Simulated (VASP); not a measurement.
# Cu (P6_3/mmc) in VASP: further runs

One crystal, Cu, is run at these levels: PBE; tasks: single point.

All numbers are computed with VASP 6.6.1; they aren't measurements. Logs are shortened: lines on timing, memory, paths and dates and some standing lists are left out, and cuts for length are marked.

## (1) The crystal as given

It takes space group P6_3/mmc (No. 194, hexagonal). Conventional cell: a = 2.534 Å, b = 2.534 Å, c = 4.113 Å, α = 90.00°, β = 90.00°, γ = 120.00°. Around Cu (site symmetry -6m2) lie 12 Cu at 2.52 to 2.53 Å.

This isn't the form of Cu at room conditions, which is fcc.

## (2) Single point, PBE

Contents of INCAR:

```
SYSTEM = Cu
PREC = Accurate ; ENCUT = 400
EDIFF = 1E-6 ; ISMEAR = -5
SIGMA = 0.15 ; LREAL = .FALSE.
LASPH = .TRUE. ; NELM = 100
ALGO = Normal ; ISIF = 2
LWAVE = .FALSE. ; LCHARG = .FALSE.
GGA = PE ; NBANDS = 18
ADDGRID = .FALSE.
```

Contents of KPOINTS:

```
Automatic mesh
0
G
  12 12 7
  0 0 0
```

Contents of POSCAR:

```
Cu
1.0
    2.5340966698      0.0000000000      0.0000000000
   -1.2670483349      2.1945920917      0.0000000000
    0.0000000000      0.0000000000      4.1125710000
Cu
2
Direct
    0.6666666667      0.3333333333      0.7500000000
    0.3333333333      0.6666666667      0.2500000000
```

Potentials or basis: VASP PAW PBE potentials, release 64 (Cu).

Run with:

```
$ cat potpaw_PBE.64/Cu/POTCAR > POTCAR
$ mpirun -np 1 vasp_std > vasp.out
```

OUTCAR:

```text
SYSTEM = Cu
   PREC = Accurate
   ENCUT = 400
   EDIFF = 1E-6
   ISMEAR = -5
   LREAL = .FALSE.
   LASPH = .TRUE.
   NELM = 100
   ISIF = 2
   GGA = PE

 Found     76 irreducible k-points:

 Following reciprocal coordinates:
            Coordinates               Weight
  0.000000  0.000000  0.000000      1.000000
  0.083333  0.000000  0.000000      6.000000
  0.166667  0.000000  0.000000      6.000000
  0.250000 -0.000000  0.000000      6.000000
  0.333333 -0.000000  0.000000      6.000000
  0.416667 -0.000000  0.000000      6.000000
   k-points           NKPTS =     76   k-points in BZ     NKDIM =     76   number of bands    NBANDS=     18
   number of dos      NEDOS =    301   number of ions     NIONS =      2
   total plane-waves  NPLWV =   9072
   dimension x,y,z NGX =    18 NGY =   18 NGZ =   28
   dimension x,y,z NGXF=    36 NGYF=   36 NGZF=   56
   ions per type =               2
   NGX,Y,Z   is equivalent  to a cutoff of  11.81, 11.81, 11.32 a.u.
   NGXF,Y,Z  is equivalent  to a cutoff of  23.62, 23.62, 22.64 a.u.
 SYSTEM =  Cu
   PREC   = accura    normal or accurate (medium, high low for compatibility)
   ISTART =      0    job   : 0-new  1-cont  2-samecut
   ICHARG =      2    charge: 1-file 2-atom 10-const
   ISPIN  =      1    spin polarized calculation?
   LNONCOLLINEAR =      F non collinear calculations
   LSORBIT =      F    spin-orbit coupling
   LASPH  =      T    aspherical Exc in radial PAW
   ENCUT  =  400.0 eV  29.40 Ry    5.42 a.u.   4.13  4.13  6.71*2*pi/ulx,y,z
   NELM   =    100;   NELMIN=  2; NELMDL= -5     # of ELM steps
   EDIFF  = 0.1E-05   stopping-criterion for ELM
   LREAL  =      F    real-space projection
   EDIFFG = 0.1E-04   stopping-criterion for IOM
   NSW    =      0    number of steps for IOM
   IBRION =     -1    ionic relax: 0-MD 1-quasi-New 2-CG
   NFREE  =      0    steps in history (QN), initial steepest desc. (CG)
   ISIF   =      2    stress and relaxation
   ISYM   =      2    0-nonsym 1-usesym 2-fastsym
   POTIM  = 0.5000    time-step for ionic-motion
   TEBEG  =    0.0;   TEEND  =   0.0 temperature during run
   PSTRESS=    0.0 pullay stress
   NELECT =      22.0000    total number of electrons
   NUPDOWN=      -1.0000    fix difference up-down
   EMIN   =  10.00;   EMAX   =-10.00  energy-range for DOS
   EFERMI =   0.00;   METHOD = LEGACY
   ISMEAR =    -5;   SIGMA  =   0.15  broadening in eV -4-tet -1-fermi 0-gaus
   EFERMI_NEDOS =   21; number of points for ismear=-14 and -15
   IALGO  =     38    algorithm
   IMIX   =      4    mixing-type and parameters
     AMIX     =   0.40;   BMIX     =  1.00
     AMIX_MAG =   1.60;   BMIX_MAG =  1.00
  volume/ion in A,a.u.               =      11.44        77.17
  Fermi-wavevector in a.u.,A,eV,Ry     =   1.616041  3.053874 35.532800  2.611587
  Thomas-Fermi vector in A             =   2.710691
   LORBIT       =      0    0 simple, 1 ext, 2 COOP (PROOUT), +10 PAW based schemes
   GGA     = PE    functional components
   LHFCALC =     F    Hartree Fock is set to
   AEXX    =    0.0000 exact exchange contribution
   IVDW    =     0    specifies the selected vdW correction
   LEPSILON=     F    determine dielectric tensor
   LRPA    =     F    only Hartree local field effects (RPA)
 non-spin polarized calculation
 Fermi weights with tetrahedron method with Bloechl corrections
  energy-cutoff  :      400.00
  volume of cell :       22.87
 maximum number of plane-waves:       428
 NGX is ok and might be reduce to    18
   NGX =  9   NGY =  9   NGZ = 13

 number of electron      21.9999989 magnetization

 Free energy of the ion-electron system (eV)
  ---------------------------------------------------
  ext. energy  EPLUGINS =         0.00000000
  ---------------------------------------------------
  free energy    TOTEN  =        -7.41277911 eV

  energy without entropy =       -7.41277911  energy(sigma->0) =       -7.41277911

 E-fermi :   8.0018     XC(G=0): -12.9150

 val. band max:        7.9720668579   @ k =   0.5000  -0.0000   0.0000
 cond. band min:       8.0294010902   @ k =   0.2500   0.1667   0.4286
 fundamental gap:      0.0573342323
 Fermi energy:         8.0017502231

 k-point     1 :       0.0000    0.0000    0.0000
  band No.  band energies     occupation
      1      -1.6103      2.00000
      2       2.7388      2.00000
      3       4.8806      2.00000
      4       4.9204      2.00000
      5       4.9204      2.00000
      6       5.1446      2.00000
[... 10 lines left out ...]
     17      31.7535      0.00000
     18      31.7536      0.00000

 k-point     2 :       0.0833    0.0000    0.0000
  band No.  band energies     occupation
      1      -1.3817      2.00000
      2       2.8690      2.00000
      3       4.7390      2.00000
      4       5.0046      2.00000
      5       5.0354      2.00000
      6       5.1083      2.00000
[... 10 lines left out ...]
     17      32.7272      0.00000
     18      32.8684      0.00000

 k-point     3 :       0.1667    0.0000    0.0000
  band No.  band energies     occupation
      1      -0.7118      2.00000
      2       3.1980      2.00000
      3       4.5390      2.00000
      4       4.7231      2.00000
      5       4.9739      2.00000
      6       5.2417      2.00000
[... 10 lines left out ...]
     17      30.0125      0.00000
     18      31.8782      0.00000

 k-point     4 :       0.2500   -0.0000    0.0000
  band No.  band energies     occupation
      1       0.3379      2.00000
      2       3.4979      2.00000
      3       4.1732      2.00000
      4       4.3990      2.00000
      5       4.8911      2.00000
      6       5.0881      2.00000
[... 10 lines left out ...]
     17      26.6180      0.00000
     18      28.9980      0.00000

 k-point     5 :       0.3333   -0.0000    0.0000
  band No.  band energies     occupation
      1       1.5956      2.00000
      2       3.4995      2.00000
      3       3.7890      2.00000
      4       4.4346      2.00000
      5       4.9483      2.00000
      6       4.9761      2.00000
[... 10 lines left out ...]
     17      23.8307      0.00000
     18      27.8087      0.00000

 k-point     6 :       0.4167   -0.0000    0.0000
  band No.  band energies     occupation
      1       2.6271      2.00000
      2       3.3560      2.00000
      3       3.5665      2.00000
      4       4.6437      2.00000
      5       4.8522      2.00000
      6       4.9880      2.00000
[... 10 lines left out ...]
     17      21.5593      0.00000
     18      27.4113      0.00000

 [... further k-points ...]

------------------------ aborting loop because EDIFF is reached ----------------------------------------

  FORCE on cell =-STRESS in cart. coord.  units (eV):
  Direction    XX          YY          ZZ          XY          YZ          ZX
  --------------------------------------------------------------------------------------
  -------------------------------------------------------------------------------------
  Total        0.9210034      0.9210034      1.1084711     -0.0000000      0.0000000      0.0000000
  in kB       64.5180747     64.5180747     77.6505560     -0.0000000      0.0000000      0.0000000
  external PRESSURE =      68.8955684 kB  Pullay stress =       0.0000000 kB

 VOLUME and BASIS-vectors are now :
 -----------------------------------------------------------------------------
  energy-cutoff  :      400.00
  volume of cell :       22.87
      direct lattice vectors                 reciprocal lattice vectors
     2.534096670  0.000000000  0.000000000     0.394617937  0.227832772  0.000000000
    -1.267048335  2.194592092  0.000000000     0.000000000  0.455665544  0.000000000
     0.000000000  0.000000000  4.112571000     0.000000000  0.000000000  0.243156896

 POSITION                                       TOTAL-FORCE (eV/Angst)
 -----------------------------------------------------------------------------------
      1.26705      0.73153      3.08443         0.000000     -0.000000      0.000000
     -0.00000      1.46306      1.02814         0.000000      0.000000      0.000000
 -----------------------------------------------------------------------------------
    total drift:                               -0.000000      0.000000     -0.000000

  FREE ENERGIE OF THE ION-ELECTRON SYSTEM (eV)
  ---------------------------------------------------
  free  energy   TOTEN  =        -7.4127791120 eV

  energy  without entropy=       -7.4127791120  energy(sigma->0) =       -7.41277911
```

OSZICAR:

```text
N       E                     dE             d eps       ncg     rms          rms(c)
DAV:   1     0.111969632392E+03    0.11197E+03   -0.89094E+03  2960   0.182E+03
DAV:   2    -0.417624243041E+01   -0.11615E+03   -0.11076E+03  2740   0.265E+02
DAV:   3    -0.919835563629E+01   -0.50221E+01   -0.49244E+01  3092   0.763E+01
DAV:   4    -0.924955160308E+01   -0.51196E-01   -0.51152E-01  3268   0.821E+00
DAV:   5    -0.925020789962E+01   -0.65630E-03   -0.65601E-03  3326   0.802E-01    0.109E+01
DAV:   6    -0.810754312459E+01    0.11427E+01   -0.10823E+01  2910   0.947E+01    0.529E+00
DAV:   7    -0.743818596718E+01    0.66936E+00   -0.20952E+00  2982   0.384E+01    0.821E-01
DAV:   8    -0.741603820480E+01    0.22148E-01   -0.14400E-02  3206   0.140E+00    0.449E-01
DAV:   9    -0.741276152523E+01    0.32767E-02   -0.55356E-03  3196   0.212E+00    0.310E-02
DAV:  10    -0.741277716759E+01   -0.15642E-04   -0.19287E-04  4054   0.185E-01    0.558E-03
DAV:  11    -0.741278132319E+01   -0.41556E-05   -0.80397E-07  2424   0.172E-02    0.303E-03
DAV:  12    -0.741277908925E+01    0.22339E-05   -0.53175E-07  1760   0.173E-02    0.295E-04
DAV:  13    -0.741277911196E+01   -0.22708E-07   -0.12472E-07  1574   0.366E-03
   1 F= -.74127791E+01 E0= -.74127791E+01  d E =0.000000E+00
```

Run time: 29 s. Hardware: 1 thread of AMD EPYC 7R13 (Zen 3), shared host; peak memory 0.1 GiB.

The run converged, but some of its settings lie outside the range that counts as converged, so its numbers aren't taken as properties of the crystal.

What came out:

| Quantity | Value |
| --- | --- |
| Free energy | -7.4128 eV |
| Pressure | 6.9 GPa |
| Band gap on the k mesh | none (metal or under the smearing width) |

Caveat: tetrahedron occupations give inexact forces and stress in metals.

## (3) Single point, PBE

Changes to INCAR since step 2:

```diff
@@ -2,3 +2,3 @@
 PREC = Accurate ; ENCUT = 400
-EDIFF = 1E-6 ; ISMEAR = -5
+EDIFF = 1E-6 ; ISMEAR = 0
 SIGMA = 0.15 ; LREAL = .FALSE.
```

KPOINTS is that of step 2.

POSCAR is that of step 2.

Potentials or basis: VASP PAW PBE potentials, release 64 (Cu).

Run with:

```
$ cat potpaw_PBE.64/Cu/POTCAR > POTCAR
$ mpirun -np 1 vasp_std > vasp.out
```

Run time: 26 s. Hardware: 1 thread of AMD EPYC 7R13 (Zen 3), shared host; peak memory 0.1 GiB.

The run converged, but some of its settings lie outside the range that counts as converged, so its numbers aren't taken as properties of the crystal.

What came out:

```yaml
Free_energy: -7.4040 eV
Pressure: 7.4 GPa
Band_gap_on_the_k_mesh: none (metal or under the smearing width)
```

## (4) Single point, PBE

Changes to INCAR since step 3:

```diff
@@ -2,3 +2,3 @@
 PREC = Accurate ; ENCUT = 400
-EDIFF = 1E-6 ; ISMEAR = 0
+EDIFF = 1E-6 ; ISMEAR = 1
 SIGMA = 0.15 ; LREAL = .FALSE.
```

KPOINTS is that of step 3.

POSCAR is that of step 3.

Run with:

```
$ cat potpaw_PBE.64/Cu/POTCAR > POTCAR
$ mpirun -np 1 vasp_std > vasp.out
```

Wall time 26 s (1 thread of AMD EPYC 7R13 (Zen 3), shared host); peak memory 0.1 GiB.

These settings aren't checked as converged: the numbers below hold their error.

Results:

```yaml
Free_energy: -7.3986 eV
Pressure: 7.3 GPa
Band_gap_on_the_k_mesh: none (metal or under the smearing width)
```

(Part 1 of 2 ends here.)
